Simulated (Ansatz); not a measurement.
# CdS (Pmmn): scan of the energy under strain from a Python script

What does a strain cost in CdS (Pmmn)? A script is to give a scan of the energy under strain; the system is CdS (Pmmn).

Program: Ansatz 0.2.0, driven from Python. Level of theory: DFT r2SCAN, plane waves, PAW. These are calculated values, not measurements.

## (1) The system

Symmetry: Pmmn, No. 59, orthorhombic system. Conventional cell: a = 3.898 Å, b = 5.511 Å, c = 3.898 Å, α = 90.00°, β = 90.00°, γ = 90.00°. Cd (site symmetry mm2) is surrounded by 6 S at 2.75 to 2.76 Å. S (site symmetry mm2) is surrounded by 6 Cd at 2.75 to 2.76 Å.

No structure file is read: the coordinates are typed or built in the script.

## (2) The script

The input, strain.py:

```python
# -*- coding: utf-8 -*-
"""Energy of CdS under tetragonal strain, ions carried with the cell."""

from dataclasses import dataclass

import ansatz
import matplotlib.pyplot as plt
import numpy as np


@dataclass
class Settings:
    smearing: str = "fermi_dirac"
    smearing_width: float = 0.02
    cutoff_ev: int = 520
    mesh: tuple[int, ...] = (6, 4, 6)


settings = Settings()

VECTORS = np.array([
    [3.89844, 0.0, 0.0],
    [0.0, 5.51149, 0.0],
    [0.0, 0.0, 3.8981],
])
SITES = [
    ("Cd", [0.5, 0.5, 0.24303]),
    ("Cd", [0.0, 0.0, 0.75697]),
    ("S", [0.5, 0.0, 0.25516]),
    ("S", [0.0, 0.5, 0.74484]),
]


def make_crystal(cell):
    crystal = ansatz.Crystal(lattice=ansatz.Lattice.of(cell))
    for symbol, position in SITES:
        crystal = crystal.atom(symbol, position)
    return crystal

# clamped ions: the fractional positions stay as typed
values = np.linspace(-0.01, 0.01, 7)
energies = []
for d in values:
    strain = np.diag([d, d, (1 + d) ** -2 - 1])
    cell = VECTORS @ (np.eye(3) + strain)
    calc = (
        make_crystal(cell).calculation()
        .functional(ansatz.Functional.R2SCAN)
        .occupations(settings.smearing, width=settings.smearing_width)
        .basis(settings.cutoff_ev)
        .kpoints(*settings.mesh)
        .stress()
    )
    rep = calc.run(threads=1).report
    energies.append(rep["free_energy_ev"] / len(SITES))
    s = rep["stress_gpa"]
    print(f"d = {d:+.4f}  stress xx yy zz xy (GPa, compression positive): {s[0][0]:8.3f} {s[1][1]:8.3f} {s[2][2]:8.3f} {s[0][1]:8.3f}")
energies = np.array(energies)

for value, e in zip(values, energies):
    print(f"strain {value:7.3f}   E - Emin = {1000 * (e - energies.min()):9.3f} meV/atom")
plt.figure(figsize=(4.5, 3))
plt.plot(values, 1000 * (energies - energies.min()), "o-")
plt.xlabel("strain")
plt.ylabel("meV/atom")
plt.tight_layout()
plt.savefig("strain.png", dpi=100)
curvature = 2 * np.polyfit(values, energies, 3)[1]
volume = abs(np.linalg.det(VECTORS)) / len(SITES)
print(f"d2E/dd2 over the volume: {curvature / volume * 160.21766:.1f} GPa")
```

## (3) The run

Started as:

```console
> python strain.py
```

Log:

```text
d = -0.0100  stress xx yy zz xy (GPa, compression positive):   -1.653   -1.845   -3.823    0.000
d = -0.0067  stress xx yy zz xy (GPa, compression positive):   -1.919   -2.066   -3.379   -0.000
d = -0.0033  stress xx yy zz xy (GPa, compression positive):   -2.183   -2.284   -2.921   -0.000
d = +0.0000  stress xx yy zz xy (GPa, compression positive):   -2.445   -2.500   -2.451    0.000
d = +0.0033  stress xx yy zz xy (GPa, compression positive):   -2.706   -2.715   -1.967    0.000
d = +0.0067  stress xx yy zz xy (GPa, compression positive):   -2.965   -2.927   -1.470    0.000
d = +0.0100  stress xx yy zz xy (GPa, compression positive):   -3.223   -3.138   -0.961    0.000
strain  -0.010   E - Emin =     2.724 meV/atom
strain  -0.007   E - Emin =     1.204 meV/atom
strain  -0.003   E - Emin =     0.291 meV/atom
strain   0.000   E - Emin =     0.000 meV/atom
strain   0.003   E - Emin =     0.333 meV/atom
strain   0.007   E - Emin =     1.297 meV/atom
strain   0.010   E - Emin =     2.888 meV/atom
d2E/dd2 over the volume: 429.4 GPa
```

It took 1.9 min on 1 thread of Arm Neoverse V2, shared host; peak memory 0.69 GiB.

## (4) The engine's runs

The 7 runs, in the order started:

```
run  strain  energy from run 4 (meV/atom)  pressure (GPa)  SCF cycles  CPU time (s)
  1  -0.010                          2.72           -2.44           6            16
  2  -0.007                          1.20           -2.45           6            16
  3  -0.003                          0.29           -2.46           6            16
  4   0.000                          0.00           -2.47           6            16
  5   0.003                          0.33           -2.46           6            16
  6   0.007                          1.30           -2.45           6            16
  7   0.010                          2.89           -2.44           6            16
```

## (5) Results

| quantity | value |
| --- | --- |
| curvature under the strain | 429.4 GPa |
| runs compared | 7 |
| range of energy | 2.89 meV/atom |
| lowest point, strain | 0.000 |

**Reading.** Against the unstrained cell the energy per atom changes by +2.72 meV at one end of the scan and +2.89 meV at the other, and its second derivative over the volume is 429.4 GPa. Caveats:
- The curvature belongs to this strain pattern and to the cell's stress; it equals a single elastic constant only for simple patterns.
- This cell is a computed structure, which may not be the phase found in nature.
- The ions keep their fractional positions (clamped ions).
